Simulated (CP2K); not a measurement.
# Al2Pt (Fm-3m) in CP2K: equation of state

How stiff is Al2Pt in PBE, and what volume does it want? The cell is scaled to several volumes.

Everything below comes from runs of CP2K 2026.2. Logs are shortened: lines on timing, memory, paths and dates and some standing lists are left out, and cuts for length are marked.

**1. The crystal as given**

Symmetry: Fm-3m, No. 225, cubic system. Conventional cell: a = 5.910 Å, b = 5.910 Å, c = 5.910 Å, α = 90.00°, β = 90.00°, γ = 90.00°. Around Pt (site symmetry m-3m) lie 8 Al at 2.56 Å. Al (site symmetry -43m) is surrounded by 4 Pt at 2.56 Å.

**2. Single point, PBE, 17.20 Å³/atom**

al2pt_eos.inp reads:

```
&GLOBAL
  PROJECT al2pt_eos
  RUN_TYPE ENERGY_FORCE
  PRINT_LEVEL LOW
&END GLOBAL
&FORCE_EVAL
  METHOD QS
  STRESS_TENSOR ANALYTICAL
  &DFT
    BASIS_SET_FILE_NAME BASIS_MOLOPT_UZH
    POTENTIAL_FILE_NAME POTENTIAL_UZH
    &MGRID
      CUTOFF 450
      REL_CUTOFF 60
      NGRIDS 4
    &END MGRID
    &QS
      METHOD GPW
      EPS_DEFAULT 1.0E-10
    &END QS
    &KPOINTS
      SCHEME MONKHORST-PACK 8 8 8
      GAMMA_CENTERED T
      SYMMETRY T
      SYMMETRY_BACKEND SPGLIB
    &END KPOINTS
    &SCF
      SCF_GUESS ATOMIC
      EPS_SCF 1.0E-6
      MAX_SCF 100
      ADDED_MOS 15
      CHOLESKY OFF
      EPS_EIGVAL 1.0E-7
      &DIAGONALIZATION ON
        ALGORITHM STANDARD
      &END DIAGONALIZATION
      &MIXING ON
        METHOD BROYDEN_MIXING
        ALPHA 0.4
        BETA 1.5
        NBUFFER 8
      &END MIXING
      &SMEAR ON
        METHOD FERMI_DIRAC
        ELECTRONIC_TEMPERATURE 580.23
      &END SMEAR
    &END SCF
    &XC
      &XC_FUNCTIONAL
        &GGA_X_PBE
        &END GGA_X_PBE
        &GGA_C_PBE
        &END GGA_C_PBE
      &END XC_FUNCTIONAL
    &END XC
    &PRINT
      &KPOINTS ON
      &END KPOINTS
      &MULLIKEN ON
      &END MULLIKEN
      &MO ON
        ENERGIES T
        OCCUPATION_NUMBERS T
        &EACH
          QS_SCF 0
        &END EACH
        ADD_LAST NUMERIC
      &END MO
    &END PRINT
  &END DFT
  &SUBSYS
    &CELL
      A 4.1790010768 0.0000000000 0.0000000000
      B 2.0895005384 3.6191210950 0.0000000000
      C 2.0895005384 1.2063736983 3.4121400909
      PERIODIC XYZ
    &END CELL
    &COORD
      SCALED
      Pt  0.0000000000 0.0000000000 0.0000000000
      Al  0.7500000000 0.7500000000 0.7500000000
      Al  0.2500000000 0.2500000000 0.2500000000
    &END COORD
    &KIND Pt
      BASIS_SET TZVP-MOLOPT-PBE-GTH-q18
      POTENTIAL GTH-PBE-q18
    &END KIND
    &KIND Al
      BASIS_SET TZVP-MOLOPT-PBE-GTH-q3
      POTENTIAL GTH-PBE-q3
    &END KIND
    &PRINT
      &ATOMIC_COORDINATES ON
      &END ATOMIC_COORDINATES
      &CELL ON
      &END CELL
    &END PRINT
  &END SUBSYS
  &PRINT
    &FORCES ON
    &END FORCES
    &STRESS_TENSOR ON
    &END STRESS_TENSOR
  &END PRINT
&END FORCE_EVAL
```

Potentials or basis: POTENTIAL_UZH Pt GTH-PBE-q18, Al GTH-PBE-q3; TZVP-MOLOPT-PBE-GTH basis.

Command:

```
$ OMP_NUM_THREADS=1 cp2k.psmp -i al2pt_eos.inp -o al2pt_eos.out
```

al2pt_eos.out:

```text

 CP2K| version string:                                       CP2K version 2026.2
 CP2K| Input file name                                             al2pt_eos.inp

 GLOBAL| Force Environment number                                              1
 GLOBAL| Basis set file name                                    BASIS_MOLOPT_UZH
 GLOBAL| Potential file name                                       POTENTIAL_UZH
 GLOBAL| MM Potential file name                                     MM_POTENTIAL
 GLOBAL| Coordinate file name                                      __STD_INPUT__
 GLOBAL| Method name                                                        CP2K
 GLOBAL| Project name                                                  al2pt_eos
 GLOBAL| Run type                                                   ENERGY_FORCE
 GLOBAL| FFT library                                                       FFTW3
[... 6 lines left out ...]
 GLOBAL| Total number of message passing processes                             1
 GLOBAL| Number of threads for this process                                    1
 GLOBAL| CPU model name                                                  UNKNOWN

 CELL| Volume [angstrom^3]:                                            51.606268
 CELL| Vector a [angstrom]:       4.179     0.000     0.000   |a| =     4.179001
 CELL| Vector b [angstrom]:       2.090     3.619     0.000   |b| =     4.179001
 CELL| Vector c [angstrom]:       2.090     1.206     3.412   |c| =     4.179001
 CELL| Angle (b,c), alpha [degree]:                                    60.000000
 CELL| Angle (a,c), beta  [degree]:                                    60.000000
 CELL| Angle (a,b), gamma [degree]:                                    60.000000
 CELL| Numerically orthorhombic:                                              NO
 CELL| Periodicity                                                           XYZ

 CELL_REF| Volume [angstrom^3]:                                        51.606268
 CELL_REF| Vector a [angstrom     4.179     0.000     0.000   |a| =     4.179001
 CELL_REF| Vector b [angstrom     2.090     3.619     0.000   |b| =     4.179001
 CELL_REF| Vector c [angstrom     2.090     1.206     3.412   |c| =     4.179001
 CELL_REF| Angle (b,c), alpha [degree]:                                60.000000
 CELL_REF| Angle (a,c), beta  [degree]:                                60.000000
 CELL_REF| Angle (a,b), gamma [degree]:                                60.000000
 CELL_REF| Numerically orthorhombic:                                          NO
 CELL_REF| Periodicity                                                       XYZ
[... 9 lines left out ...]
 TOTAL NUMBERS AND MAXIMUM NUMBERS

  Total number of            - Atomic kinds:                                   2
                             - Atoms:                                          3
                             - Shell sets:                                     3
                             - Shells:                                        25
                             - Primitive Cartesian functions:                 14
                             - Cartesian basis functions:                     77
                             - Spherical basis functions:                     69

  Maximum angular momentum of- Orbital basis functions:                        3
                             - Local part of the GTH pseudopotential:          2
                             - Non-local part of the GTH pseudopotential:      5

 MODULE QUICKSTEP: ATOMIC COORDINATES IN ANGSTROM

   Atom Kind Element         X             Y             Z       Z(eff)     Mass
      1    1 Pt   78      0.000000      0.000000      0.000000  18.0000 195.0840
      2    2 Al   13      6.268502      3.619121      2.559105   3.0000  26.9815
      3    2 Al   13      2.089501      1.206374      0.853035   3.0000  26.9815

 SCF PARAMETERS         Density guess:                                    ATOMIC
                        --------------------------------------------------------
                        max_scf:                                             100
[... 7 lines left out ...]
                        --------------------------------------------------------
                        level_shift [a.u.]:                             0.000000
                        added MOs                                        15    0
                        --------------------------------------------------------
                        Mixing method:                            BROYDEN_MIXING
[... 11 lines left out ...]
 *******************************************************************************
 BRILLOUIN| K-point scheme                                        Monkhorst-Pack
 BRILLOUIN| K-Point grid                                             8    8    8
 BRILLOUIN| Gamma-centered k-point mesh                                     ON
[... 43 lines left out ...]
    13 Broy./Diag. 0.40E+00    3.9     0.00000732      -124.4492406174 -4.60E-07
    14 Broy./Diag. 0.40E+00    3.9     0.00000033      -124.4492426905 -2.07E-06

  *** SCF run converged in    14 steps ***

  Electronic density on regular grids:        -23.9999999997        0.0000000003
  Core density on regular grids:               23.9999999973       -0.0000000027
  Total charge density on r-space grids:       -0.0000000024
  Total charge density g-space grids:          -0.0000000024

  Overlap energy of the core charge distribution:               0.00000000005908
  Self energy of the core charge distribution:               -193.99387769643323
  Core Hamiltonian energy:                                     42.94345410486599
  Hartree energy:                                              39.97613232638708
  Exchange-correlation energy:                                -13.37448480442680
  Electronic entropic energy:                                  -0.00046662096321
  Fermi energy:                                                 0.31732053261775

  Total energy:                                              -124.44924269049555
  Total energy (extrapolated to T->0):                       -124.44900938001395

 MO| EIGENVALUES AND OCCUPATION NUMBERS FOR K POINT 1
 MO|
 MO|  Index      Eigenvalue [a.u.]        Eigenvalue [eV]             Occupation
 MO|      1              -3.306780             -89.982049               2.000000
 MO|      2              -1.642229             -44.687334               2.000000
 MO|      3              -1.642173             -44.685788               2.000000
 MO|      4              -1.642173             -44.685788               2.000000
 MO|      5               0.005820               0.158367               2.000000
 MO|      6               0.103963               2.828974               2.000000
[... 19 lines left out ...]
 MO|     26               0.984662              26.794019               0.000000
 MO|     27               1.052883              28.650396               0.000000
 MO| Sum:                                                              22.000000
 MO| E(Fermi):            0.317321 a.u.          8.634731 eV

 MO| EIGENVALUES AND OCCUPATION NUMBERS FOR K POINT 2
 MO|
 MO|  Index      Eigenvalue [a.u.]        Eigenvalue [eV]             Occupation
 MO|      1              -3.306779             -89.982034               2.000000
 MO|      2              -1.642220             -44.687088               2.000000
 MO|      3              -1.642177             -44.685902               2.000000
 MO|      4              -1.642176             -44.685872               2.000000
 MO|      5               0.001383               0.037620               2.000000
 MO|      6               0.107171               2.916259               2.000000
[... 390 lines left out ...]
 MO| EIGENVALUES AND OCCUPATION NUMBERS FOR K POINT 14
 MO|
 MO|  Index      Eigenvalue [a.u.]        Eigenvalue [eV]             Occupation
 MO|      1              -3.306780             -89.982069               2.000000
 MO|      2              -1.642224             -44.687195               2.000000
 MO|      3              -1.642193             -44.686356               2.000000
 MO|      4              -1.642179             -44.685950               2.000000
 MO|      5               0.026352               0.717087               2.000000
 MO|      6               0.102220               2.781546               2.000000
[... 19 lines left out ...]
 MO|     26               1.014893              27.616650               0.000000
 MO|     27               1.039036              28.273617               0.000000
 MO| Sum:                                                              24.000009
 MO| E(Fermi):            0.317321 a.u.          8.634731 eV

 [... the levels of further k-points ...]

 !-----------------------------------------------------------------------------!
                     Mulliken Population Analysis

 #  Atom  Element  Kind  Atomic population                           Net charge
       1     Pt       1         18.690546                             -0.690546
       2     Al       2          2.654727                              0.345273
       3     Al       2          2.654727                              0.345273
 # Total charge                             24.000000                 -0.000000

 !-----------------------------------------------------------------------------!

 ENERGY| Total FORCE_EVAL ( QS ) energy [hartree]           -124.449242740079626

 FORCES| Atomic forces [hartree/bohr]
 FORCES|   Atom     x               y               z               |f|
 FORCES|      1 -1.62461991E-11  1.48091649E-11  1.71520178E-09   1.71534264E-09
 FORCES|      2 -8.56709904E-10 -4.34442980E-09 -6.66862120E-09   8.00490668E-09
 FORCES|      3  8.73792671E-10  4.33000915E-09  4.95418883E-09   6.63750555E-09
 FORCES| Sum     8.36568342E-13  3.88518563E-13  7.69406655E-13
 FORCES| Total atomic force                                       1.20115772E-12

 STRESS| Analytical stress tensor [bar]
 STRESS|                        x                   y                   z
 STRESS|      x        2.34243301493E+04   4.47365128935E-01   3.06758885659E-01
 STRESS|      y        4.47365128935E-01   2.34235933905E+04  -1.65706898430E-01
 STRESS|      z        3.06758885659E-01  -1.65706898430E-01   2.34235631602E+04
 STRESS| 1/3 Trace                                             2.34238289000E+04
 STRESS| Determinant                                           1.28520871198E+13

 STRESS| Eigenvectors and eigenvalues of the analytical stress tensor [bar]
 STRESS|                        1                   2                   3
 STRESS| Eigenvalues   2.34231665636E+04   2.34237342222E+04   2.34245859142E+04
 STRESS|      x          -0.419545678645      0.083462435376      0.903889066983
 STRESS|      y           0.675251023349     -0.636779505587      0.372220252983
 STRESS|      z           0.606644441989      0.766515416117      0.210799994919
```

It took 65 s on 1 thread of Arm Neoverse V2, shared host; peak memory 0.36 GiB.

What came out:

```
Free energy            : -3386.4361 eV
Pressure               : 2.3 GPa
Band gap on the k mesh : none (metal or under the smearing width)
Mulliken charges       : Pt -0.69; Al +0.35 e
```

Caveat: Mulliken charges move with the basis; the basis of atomic orbitals isn't converged, which shifts pressures, moduli and gaps.

**3. Single point, PBE, 16.86 Å³/atom (volume scaled by 0.98)**

al2pt_eos.inp: that of step 2 with these lines changed.

```diff
@@ -11,2 +11,3 @@
     POTENTIAL_FILE_NAME POTENTIAL_UZH
+    WFN_RESTART_FILE_NAME previous-RESTART.kp
     &MGRID
@@ -27,3 +28,3 @@
     &SCF
-      SCF_GUESS ATOMIC
+      SCF_GUESS RESTART
       EPS_SCF 1.0E-6
@@ -72,5 +73,5 @@
     &CELL
-      A 4.1790010768 0.0000000000 0.0000000000
-      B 2.0895005384 3.6191210950 0.0000000000
-      C 2.0895005384 1.2063736983 3.4121400909
+      A 4.1509532446 0.0000000000 0.0000000000
+      B 2.0754766223 3.5948309598 0.0000000000
+      C 2.0754766223 1.1982769866 3.3892391318
       PERIODIC XYZ
```

Potentials or basis: POTENTIAL_UZH Pt GTH-PBE-q18, Al GTH-PBE-q3; TZVP-MOLOPT-PBE-GTH basis.

Command:

```
$ OMP_NUM_THREADS=1 cp2k.psmp -i al2pt_eos.inp -o al2pt_eos.out
```

Wall time 49 s (1 thread of Arm Neoverse V2, shared host); peak memory 0.36 GiB.

It converged, with:

- Free energy: -3386.4117 eV
- Pressure: 5.3 GPa
- Band gap on the k mesh: none (metal or under the smearing width)
- Mulliken charges: Pt -0.69; Al +0.35 e

Caveat: Mulliken charges move with the basis; the basis of atomic orbitals isn't converged, which shifts pressures, moduli and gaps.

**4. Single point, PBE, 17.55 Å³/atom (volume scaled by 1.02)**

al2pt_eos.inp: that of step 3 with these lines changed.

```diff
@@ -73,5 +73,5 @@
     &CELL
-      A 4.1509532446 0.0000000000 0.0000000000
-      B 2.0754766223 3.5948309598 0.0000000000
-      C 2.0754766223 1.1982769866 3.3892391318
+      A 4.2066773872 0.0000000000 0.0000000000
+      B 2.1033386936 3.6430894829 0.0000000000
+      C 2.1033386936 1.2143631609 3.4347377037
       PERIODIC XYZ
```

Command:

```
$ OMP_NUM_THREADS=1 cp2k.psmp -i al2pt_eos.inp -o al2pt_eos.out
```

Run time: 47 s. Hardware: 1 thread of Arm Neoverse V2, shared host; peak memory 0.36 GiB.

Results (log left out):

| Item | Value |
| --- | --- |
| Free energy | -3386.4425 eV |
| Pressure | -0.3 GPa |
| Band gap on the k mesh | none (metal or under the smearing width) |
| Mulliken charges | Pt -0.69; Al +0.35 e |

Caveat: Mulliken charges move with the basis; the basis of atomic orbitals isn't converged, which shifts pressures, moduli and gaps.

**5. Single point, PBE, 16.51 Å³/atom (volume scaled by 0.96)**

al2pt_eos.inp: that of step 4 with these lines changed.

```diff
@@ -73,5 +73,5 @@
     &CELL
-      A 4.2066773872 0.0000000000 0.0000000000
-      B 2.1033386936 3.6430894829 0.0000000000
-      C 2.1033386936 1.2143631609 3.4347377037
+      A 4.1225211657 0.0000000000 0.0000000000
+      B 2.0612605828 3.5702080572 0.0000000000
+      C 2.0612605828 1.1900693524 3.3660244366
       PERIODIC XYZ
```

Command:

```
$ OMP_NUM_THREADS=1 cp2k.psmp -i al2pt_eos.inp -o al2pt_eos.out
```

Run time: 59 s. Hardware: 1 thread of Arm Neoverse V2, shared host; peak memory 0.36 GiB.

Results (log left out):

```
Free energy            : -3386.3672 eV
Pressure               : 8.6 GPa
Band gap on the k mesh : none (metal or under the smearing width)
Mulliken charges       : Pt -0.69; Al +0.35 e
```

Caveat: Mulliken charges move with the basis; the basis of atomic orbitals isn't converged, which shifts pressures, moduli and gaps.

**6. Single point, PBE, 17.89 Å³/atom (volume scaled by 1.04)**

al2pt_eos.inp: that of step 5 with these lines changed.

```diff
@@ -73,5 +73,5 @@
     &CELL
-      A 4.1225211657 0.0000000000 0.0000000000
-      B 2.0612605828 3.5702080572 0.0000000000
-      C 2.0612605828 1.1900693524 3.3660244366
+      A 4.2339942395 0.0000000000 0.0000000000
+      B 2.1169971198 3.6667465710 0.0000000000
+      C 2.1169971198 1.2222488570 3.4570418202
       PERIODIC XYZ
```

Potentials or basis: POTENTIAL_UZH Pt GTH-PBE-q18, Al GTH-PBE-q3; TZVP-MOLOPT-PBE-GTH basis.

Command:

```
$ OMP_NUM_THREADS=1 cp2k.psmp -i al2pt_eos.inp -o al2pt_eos.out
```

Run time: 56 s. Hardware: 1 thread of Arm Neoverse V2, shared host; peak memory 0.38 GiB.

Results (log left out):

```yaml
Free_energy: -3386.4327 eV
Pressure: -2.7 GPa
Band_gap_on_the_k_mesh: none (metal or under the smearing width)
Mulliken_charges: Pt -0.69; Al +0.35 e
```

Caveat: Mulliken charges move with the basis; the basis of atomic orbitals isn't converged, which shifts pressures, moduli and gaps.

**7. Single point, PBE, 16.17 Å³/atom (volume scaled by 0.94)**

al2pt_eos.inp: that of step 6 with these lines changed.

```diff
@@ -73,5 +73,5 @@
     &CELL
-      A 4.2339942395 0.0000000000 0.0000000000
-      B 2.1169971198 3.6667465710 0.0000000000
-      C 2.1169971198 1.2222488570 3.4570418202
+      A 4.0936914031 0.0000000000 0.0000000000
+      B 2.0468457016 3.5452407504 0.0000000000
+      C 2.0468457016 1.1817469168 3.3424850340
       PERIODIC XYZ
```

Command:

```
$ OMP_NUM_THREADS=1 cp2k.psmp -i al2pt_eos.inp -o al2pt_eos.out
```

Run time: 62 s. Hardware: 1 thread of Arm Neoverse V2, shared host; peak memory 0.36 GiB.

The run converged. Its results:

```yaml
Free_energy: -3386.3004 eV
Pressure: 12.2 GPa
Band_gap_on_the_k_mesh: none (metal or under the smearing width)
Mulliken_charges: Pt -0.69; Al +0.35 e
```

Caveat: Mulliken charges move with the basis; the basis of atomic orbitals isn't converged, which shifts pressures, moduli and gaps.

**8. Single point, PBE, 18.23 Å³/atom (volume scaled by 1.06)**

al2pt_eos.inp: that of step 7 with these lines changed.

```diff
@@ -73,5 +73,5 @@
     &CELL
-      A 4.0936914031 0.0000000000 0.0000000000
-      B 2.0468457016 3.5452407504 0.0000000000
-      C 2.0468457016 1.1817469168 3.3424850340
+      A 4.2609630828 0.0000000000 0.0000000000
+      B 2.1304815414 3.6901022744 0.0000000000
+      C 2.1304815414 1.2300340914 3.4790617886
       PERIODIC XYZ
```

Command:

```
$ OMP_NUM_THREADS=1 cp2k.psmp -i al2pt_eos.inp -o al2pt_eos.out
```

Run time: 56 s. Hardware: 1 thread of Arm Neoverse V2, shared host; peak memory 0.38 GiB.

The run converged. Its results:

| Property | Result |
| --- | --- |
| Free energy | -3386.4083 eV |
| Pressure | -4.8 GPa |
| Band gap on the k mesh | none (metal or under the smearing width) |
| Mulliken charges | Pt -0.69; Al +0.35 e |

Caveat: Mulliken charges move with the basis; the basis of atomic orbitals isn't converged, which shifts pressures, moduli and gaps.

**9. Equation of state, PBE**

Potentials or basis: POTENTIAL_UZH Pt GTH-PBE-q18, Al GTH-PBE-q3; TZVP-MOLOPT-PBE-GTH basis.

This step only gathers the single runs of the series.

What came out:

```yaml
Equilibrium_volume: 17.50 Å³/atom
Bulk_modulus: 130 GPa
Pressure_derivative_of_the_bulk_modulus: 4.4
```

Energy against volume, from the lowest point:
| volume (Å³/atom) | energy (meV/atom) |
| --- | --- |
| 16.170 | 47.38 |
| 16.514 | 25.11 |
| 16.858 | 10.28 |
| 17.202 | 2.13 |
| 17.546 | 0.00 |
| 17.890 | 3.27 |
| 18.234 | 11.39 |

Caveat: the basis of atomic orbitals isn't converged, which shifts pressures, moduli and gaps.
